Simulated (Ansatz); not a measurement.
# Puckered SnTe monolayer in a perpendicular field

What dipole does a perpendicular field induce in the puckered SnTe monolayer, and does the gap follow? A positive field points along +c.

Main program and level: Ansatz 0.2.0; plane-wave DFT, PBE-D3(BJ), Ansatz PAW (set soft_1); PAW set soft_1.

Report form: the programs' logs are mostly left out.

## Step 1: Set-up

The cell holds 4 atoms: 2 Sn and 2 Te. Cell: a = 4.570 Å, b = 4.550 Å, c = 36.981 Å, α = 90.0°, β = 90.0°, γ = 90.0°. Vacuum lies along c.

## Step 2: Relaxing the slab

The starting cell is a guess, so the in-plane lattice and the atoms are relaxed first, with the slab cut off from its images along the normal.

input.yaml reads:

```yaml
crystal:
  lattice:
    - [4.57, 0.0, 0.0]
    - [0.0, 4.55, 0.0]
    - [0.0, 0.0, 36.9807999994]
  atoms:
    - { symbol: Sn, position: [0.06, 0.0, 0.4596980055] }
    - { symbol: Te, position: [0.44, 0.5, 0.4624021114] }
    - { symbol: Te, position: [0.94, 0.0, 0.5375978886] }
    - { symbol: Sn, position: [0.56, 0.5, 0.5403019945] }
  periodic: [true, true, false]
kpoints:
  mp_grid: { grid: [8, 8, 1] }
hamiltonian:
  xc: pbe
  dispersion: d3bj
  pseudopotentials: { kind: paw, azcp: { folder: soft_1 } }
scf:
  occupations: { method: fermi_dirac, width: 0.05 }
  convergence: { dr2_threshold: 1.0e-09 }
relax:
  f_tol: 0.004
  max_steps: 90
  cell: {}
output:
  write_potential: true
  write_density: true
  volumetric_format: npy
```

Run with:

```sh
$ ansatz run input.yaml --threads 2 --pin off --max-ram 3072MiB --backend cpu --events-out ev --progress --plain --runs-dir out
```

The job ended after 3.4 min (2 threads of Arm Neoverse V2, shared host; peak memory 1.1 GiB).

The steps of the relaxation:

```
step  energy less that of the first step (eV)  largest force component (eV/Å)  volume (Å³)
   1                                   0.0000                          0.9645       768.96
   2                                  -0.2535                          0.4004       780.79
   3                                  -0.3066                          0.0474       784.07
   4                                  -0.3078                          0.0229       785.01
   5                                  -0.3085                          0.0136       785.92
   6                                  -0.3086                          0.0014       786.09
  7*                                  -0.3089                          0.0015       786.09
```

Relaxation steps marked * repeat the geometry before them on a plane-wave basis chosen anew for their cell, so energy and pressure can jump there.

Forces are held to the 4 operations that the run works with; a distortion that breaks them can't arise in this run.

```csv
cell as run,before,after,change
a (Å),4.570,4.673,+2.3 %
b (Å),4.550,4.549,-0.0 %
```

The atoms that moved most (Å, along periodic axes as changes of fractional coordinates times the final cell, across vacuum about the mean position):

| atom | dx | dy | dz | length |
| --- | --- | --- | --- | --- |
| Te2 | 0.161 | 0.000 | -0.159 | 0.226 |
| Te3 | 0.161 | 0.000 | 0.159 | 0.226 |
| Sn4 | -0.161 | 0.000 | -0.123 | 0.202 |
| Sn1 | -0.161 | 0.000 | 0.123 | 0.202 |

The relaxed structure:

```xyz
4
Lattice="4.6732 0.0000 0.0000 0.0000 4.5486 0.0000 0.0000 0.0000 36.9808" Properties=species:S:1:pos:R:3
Sn    0.1199    0.0000   17.1229
Te    2.2168    2.2743   16.9413
Te    4.5534    0.0000   20.0395
Sn    2.4565    2.2743   19.8579
```

The lattice constant a goes from 4.570 to 4.673 Å.

## Step 3: Single point, field 0

A sawtooth potential applies the field, turning back in the middle of the vacuum. With the dipole correction the typed value is the field outside the slab. The induced dipole is small, so the SCF threshold is tight.

The cell differs from the one that the last finished run ended in (c 36.981 → 21.098 Å).

input.yaml reads:

```yaml
crystal:
  lattice:
    - [4.6732166383, 0.0, 0.0]
    - [0.0, 4.5485976604, 0.0]
    - [0.0, 0.0, 21.0982042906]
  atoms:
    - { symbol: Sn, position: [0.0256470206, 0.0, 0.4351853554] }
    - { symbol: Te, position: [0.4743529794, 0.5, 0.426576588] }
    - { symbol: Te, position: [0.9743529794, 0.0, 0.573423412] }
    - { symbol: Sn, position: [0.5256470206, 0.5, 0.5648146446] }
kpoints:
  mp_grid: { grid: [10, 10, 1] }
  band_path:
    path:
      - [0, 0, 0]
      - [0.5, 0, 0]
      - [0.5, 0.5, 0]
      - [0, 0, 0]
      - [0, 0.5, 0]
      - [0.5, 0.5, 0]
    npoints: 16
hamiltonian:
  xc: pbe
  dispersion: d3bj
  pseudopotentials: { kind: paw, azcp: { folder: soft_1 } }
scf:
  occupations: { method: fermi_dirac, width: 0.02585 }
  convergence: { dr2_threshold: 1.0e-10 }
efield:
  axis: 3
  dipole_correction: true
  ramp_position: 0.97
  ramp_width: 0.06
  amplitude: 0
output:
  dos: { projected: true, e_range: [-6, 5] }
  write_potential: true
  write_density: true
  volumetric_format: npy
  elf: true
```

Run time: 52 s. Hardware: 2 threads; peak memory 1.1 GiB; 1.7 min of CPU time.

Numbers from this step:

- dipole along the normal: 1.20e-7 e·Å
- gap along the path: 0.8351 eV
- smallest direct gap along the path: 0.8437 eV
- ionisation energy, upper face: 4.217 eV
- electron affinity, upper face: 3.382 eV
- gap, the smaller of path and mesh: 0.8351 eV

Running mean over a fixed 2.8 Å (it still follows the layers) of the planar mean; the ramp of the sawtooth is left out. Electron's electrostatic potential energy less the Fermi level against z:

```
z (Å)  electron's electrostatic potential energy less the Fermi level (eV)
  3.0                                                                 3.80
  3.5                                                                 3.80
  4.0                                                                 3.80
  4.5                                                                 3.80
  5.0                                                                 3.80
  5.5                                                                 3.78
  6.0                                                                 3.73
  6.5                                                                 3.50
  7.0                                                                 2.60
  7.5                                                                0.740
  8.0                                                                -1.18
  8.5                                                                -2.95
  9.0                                                                -3.60
  9.5                                                                -3.64
 10.0                                                                -3.37
 10.5                                                                -3.39
 11.0                                                                -3.35
 11.5                                                                -3.59
 12.0                                                                -3.64
 12.5                                                                -3.16
 13.0                                                                -1.57
 13.5                                                                0.366
 14.0                                                                 2.27
 14.5                                                                 3.41
 15.0                                                                 3.70
 15.5                                                                 3.78
 16.0                                                                 3.80
 16.5                                                                 3.80
 17.0                                                                 3.80
 17.5                                                                 3.80
 18.0                                                                 3.80
```

The density of states has structure finer than the step of the table below, so its rows give means over 0.25 eV, whole bins alone (the curve runs from -6 to 1.75 eV). Peaks (eV: height): -3.630: 8.71, -3.330: 5.95, -2.310: 6.10, -2.200: 6.68, -1.340: 5.57, 0.950: 8.81, 1.280: 4.78.

The density of states by energy, zero at the Fermi level of the run, which the smearing sets inside the gap; means over each step:

energy (eV), density of states (states/eV a cell) and a bar:
```
    -5.75       0.17 #
    -5.50       0.00 
    -5.25       0.00 
    -5.00       0.00 
    -4.75       0.51 ###
    -4.50       1.06 #####
    -4.25       1.10 ######
    -4.00       1.26 ######
    -3.75       1.91 ##########
    -3.50       4.86 #########################
    -3.25       4.81 #########################
    -3.00       3.65 ###################
    -2.75       3.10 ################
    -2.50       3.32 #################
    -2.25       5.84 ##############################
    -2.00       3.99 ####################
    -1.75       1.74 #########
    -1.50       2.68 ##############
    -1.25       3.77 ###################
    -1.00       3.21 ################
    -0.75       1.00 #####
    -0.50       0.11 #
    -0.25       0.00 
     0.00       0.00 
     0.25       0.00 
     0.50       0.47 ##
     0.75       2.90 ###############
     1.00       4.11 #####################
     1.25       3.43 ##################
     1.50       3.39 #################
```

Projected DOS per atom over height of the atomic layer and energy from the Fermi level. Layers: SnTe SnTe from below.

Ten even steps from '0' (0.00 states/eV) to '9' (1.29 states/eV), each cell a mean:
```
66
66
88
11
00
00
00
44
66
33
66
99
55
77
99
44
22
22
00
00
00
00
```
Columns: height of the atomic layer (Å) from 9.09 to 12.0; rows upwards: energy from the Fermi level (eV) from -5.96 to 1.69.

Electronic bands along the path, in eV, zero at the Fermi level of the run, which the smearing sets inside the gap:

```
  point  band 27  band 28  band 29  band 30  band 31  band 32  band 33  band 34
      Γ    -3.24    -2.16    -2.13    -1.30     0.95     2.27     2.81     3.10
halfway    -2.59    -1.86    -1.53    -1.11     0.97     1.40     1.63     2.39
      X    -1.92    -1.92    -0.80    -0.80     0.78     0.78     0.97     0.97
halfway    -2.81    -2.81    -1.96    -1.96     1.94     1.94     2.47     2.47
      S    -3.63    -3.63    -2.19    -2.19     2.23     2.23     3.40     3.40
halfway    -2.99    -2.04    -1.70    -0.83     0.77     1.27     1.54     2.86
      Γ    -3.24    -2.16    -2.13    -1.30     0.95     2.27     2.81     3.10
halfway    -2.66    -1.94    -1.48    -1.20     0.96     1.36     1.59     2.36
      Y    -1.99    -1.99    -0.97    -0.97     0.71     0.71     0.84     0.84
halfway    -2.87    -2.87    -2.02    -2.02     1.93     1.93     2.37     2.37
      S    -3.63    -3.63    -2.19    -2.19     2.23     2.23     3.40     3.40
```

Valence density in the ca plane at fractional y = 0.000, with atoms of Sn and Te within 0.2 Å of it. It is the smooth field of the valence electrons, not physical close to the nuclei.

Ten steps, logarithmic in the rise over the least value, from '0' (0 e/Å³) to '9' (14 e/Å³), each cell a mean:
```
00000000000000000001368863224799742100000000
00000000000000000001235432123577531000000000
00000000000000000000112211112333321000000000
00000000000000000000001100001122110000000000
00000000000000000000000000000111000000000000
00000000000000000000000000000000000000000000
00000000000000000000000000000000000000000000
00000000000000000000011100000000000000000000
00000000000000000000112211011111110000000000
00000000000000000001245532112333321000000000
00000000000000000001478863223576531000000000
00000000000000000012479974224799732100000000
```
Columns run along c (16.0 Å, from fractional 0.05 to 0.81 of the cell), rows up along a (4.7 Å). Atoms in or near the plane, at fractional coordinates: Sn at (0.44, 0.03), Te at (0.57, 0.97).

ELF in the ca plane at fractional y = 0.000, with atoms of Sn and Te within 0.2 Å of it. It is the smooth field of the valence electrons, not physical close to the nuclei.

Values, 7 rows by 16 columns, each cell a mean:
```
0.00 0.00 0.00 0.00 0.00 0.05 0.53 0.42 0.17 0.42 0.38 0.17 0.68 0.38 0.05 0.00
0.00 0.00 0.00 0.00 0.00 0.01 0.19 0.44 0.34 0.27 0.54 0.52 0.59 0.19 0.02 0.00
0.00 0.00 0.00 0.00 0.00 0.00 0.02 0.09 0.10 0.06 0.30 0.39 0.19 0.03 0.00 0.00
0.00 0.00 0.00 0.00 0.00 0.00 0.01 0.05 0.07 0.04 0.06 0.07 0.02 0.00 0.00 0.00
0.00 0.00 0.00 0.00 0.00 0.00 0.04 0.18 0.21 0.11 0.27 0.38 0.20 0.03 0.00 0.00
0.00 0.00 0.00 0.00 0.00 0.01 0.25 0.37 0.24 0.31 0.58 0.59 0.66 0.22 0.02 0.00
0.00 0.00 0.00 0.00 0.00 0.06 0.53 0.31 0.03 0.41 0.40 0.19 0.70 0.40 0.05 0.00
```
Columns run along c (16.0 Å, from fractional 0.05 to 0.81 of the cell), rows up along a (4.7 Å). Atoms in or near the plane, at fractional coordinates: Sn at (0.44, 0.03), Te at (0.57, 0.97).

Electrostatic potential energy in the ca plane at fractional y = 0.000, with atoms of Sn and Te within 0.2 Å of it. With pseudopotentials it is smooth inside the atoms' cores, unlike the true potential.

Ten even steps from '0' (-28 eV) to '9' (4 eV), each cell a mean:
```
99999999999999999997306504771299227999999999
99999999999999999998620037884011058999999999
99999999999999999999877778997522589999999999
99999999999999999999999999999888899999999999
99999999999999999999999999999999999999999999
99999999999999999999999999999999999999999999
99999999999999999999999999999999999999999999
99999999999999999999998899999999999999999999
99999999999999999999876678999888999999999999
99999999999999999998610026898533689999999999
99999999999999999997217603784000058999999999
99999999999999999997149922771299128999999999
```
Columns run along c (16.0 Å, from fractional 0.05 to 0.81 of the cell; values clipped at the 3rd and 97th percentile), rows up along a (4.7 Å). Atoms in or near the plane, at fractional coordinates: Sn at (0.44, 0.03), Te at (0.57, 0.97).

The gap is 0.84 eV, with the valence edge 4.22 eV and the conduction edge 3.38 eV under the upper vacuum level. Spin-orbit coupling, left out in this run, matters for the bands of elements this heavy.

## Step 4: Single point, field 0.1 V/Å

Changes to input.yaml since step 3:

```diff
@@ -31,7 +31,6 @@
   dipole_correction: true
-  ramp_position: 0.97
-  ramp_width: 0.06
-  amplitude: 0
+  ramp_position: 0.9564
+  ramp_width: 0.0872
+  amplitude: 0.1
 output:
-  dos: { projected: true, e_range: [-6, 5] }
   write_potential: true
@@ -39,2 +38 @@
   volumetric_format: npy
-  elf: true
```

Elapsed: 52 s, on 2 threads; peak memory 0.94 GiB; 1.7 min of CPU time.

The dipole is 0.0687 e·Å, and the gap 0.835 eV.

## Step 5: Single point, field -0.1 V/Å

Changes to input.yaml since step 4:

```diff
@@ -33,3 +33,3 @@
   ramp_width: 0.0872
-  amplitude: 0.1
+  amplitude: -0.1
 output:
```

Run time: 52 s. Hardware: 2 threads; peak memory 0.94 GiB; 1.7 min of CPU time.

The dipole is -0.0687 e·Å, and the gap 0.835 eV.

## Step 6: Response, atoms held

This step: plane-wave DFT, PBE-D3(BJ), Ansatz PAW (set soft_1); response to a field along the normal, atoms held; PAW set soft_1 (Ansatz 0.2.0).

The dipoles give the slope, and the difference of two potentials shows where the field is screened.

This step gave:

```
equivalent conductor thickness p/(ε₀AE) : 5.850 Å
distance between the outer atoms        : 3.098 Å
```

Table of dipole of the cell by applied field:

```csv
applied field (V/Å),dipole of the cell (e·Å)
-0.1000,-0.0687
0.0000,1.2e-7
0.1000,0.0687
```

Local field over the applied field, running mean. From the potentials at -0.1 and 0.1 V/Å; running mean over 2.5 Å. The local field over applied field by z:

```
z (Å)  local field over applied field
 4.10                           0.999
 4.40                           0.998
 4.83                           0.994
 5.13                           0.990
 5.57                           0.975
 5.86                           0.957
 6.15                           0.926
 6.59                           0.845
 6.89                           0.763
 7.18                           0.662
 7.62                           0.495
 7.91                           0.387
 8.35                           0.241
 8.64                           0.159
 8.94                          0.0932
 9.38                          0.0350
 9.67                          0.0227
 9.96                          0.0230
10.40                          0.0289
10.70                          0.0289
11.14                          0.0230
11.43                          0.0227
11.72                          0.0350
12.16                          0.0932
12.45                           0.159
12.75                           0.241
13.19                           0.387
13.48                           0.495
13.92                           0.662
14.21                           0.763
14.51                           0.845
14.94                           0.926
15.24                           0.957
15.53                           0.975
15.97                           0.990
16.26                           0.994
16.70                           0.998
17.00                           0.999
```

Electrons, planar mean, per unit field. Table of induced electron density by z:

z (Å), induced electron density (e/Å³ per V/Å) and a bar from the least value:
```
      4.5    0.00001 ###############
      5.0    0.00004 ###############
      5.5    0.00010 ###############
      6.0    0.00027 ################
      6.5    0.00070 #################
      7.0    0.00165 #####################
      7.5    0.00318 ############################
      8.0    0.00377 ##############################
      8.5    0.00134 ####################
      9.0   -0.00033 #############
      9.5   -0.00016 ##############
     10.0    0.00024 ###############
     10.5    0.00004 ###############
     11.0   -0.00025 #############
     11.5    0.00005 ###############
     12.0    0.00044 ################
     12.5   -0.00086 ###########
     13.0   -0.00351 
     13.5   -0.00347 
     14.0   -0.00192 #######
     14.5   -0.00083 ###########
     15.0   -0.00033 #############
     15.5   -0.00012 ##############
     16.0   -0.00004 ##############
     16.5   -0.00001 ##############
```

The smaller of the gaps on the path and on the k-mesh, counted as 0 under 0.03 eV. The gap stays at 0.835 eV for applied field from -0.1 to 0.1 V/Å.

By hand: between -0.1 and 0.1 V/Å the dipole changes by 0.1375 e·Å, a slope of 0.6873 e·Å²/V. A perfect conductor of thickness t has p = ε₀AEt, so t = 180.95 × 0.6873 / 21.257 = 5.85 Å (e/ε₀ = 180.95 V·Å, A in Å²).

The induced dipole is that of a conductor 5.85 Å thick.

## Step 7: Outcome

| Quantity | Value |
| --- | --- |
| gap without field | 0.835 eV |
| ionisation energy, upper face | 4.22 eV |
| electron affinity, upper face | 3.38 eV |
| equivalent conductor thickness, atoms held | 5.85 Å |

What this shows: The induced dipole equals that of a perfect conductor 5.85 Å thick, while the outer atoms lie 3.10 Å apart; an out-of-plane ε follows only once a thickness t is chosen, by 1 − 1/ε = 5.85 Å / t. The gap stays within 0.01 eV of 0.84 eV over the fields run, up to 0.1 V/Å in size. Semilocal functionals give gaps that are too small, and excitons are not included. Spin-orbit coupling is left out, which matters for the bands of elements this heavy.

[Logs are printed without paths, hosts, clocks, repeated set-up lines and the standing remarks that a program may print on its own settings, such as how far it seeks lower states.]

[Hosts, paths, dates, database ids (printed as entryN), source tags and the programs' standing remarks are cut or masked in the printed files.]

[Maps of the electrostatic potential energy from Ansatz leave out the sawtooth potential of an applied field or a dipole correction, so their vacuum need not be flat; planar profiles and work functions include it.]

[The density of states shown here was stored with 400 of the rows of the run's finer table, so its peaks can read low, often by over a quarter, or be missed, and its means over a window can be off by a tenth or more.]
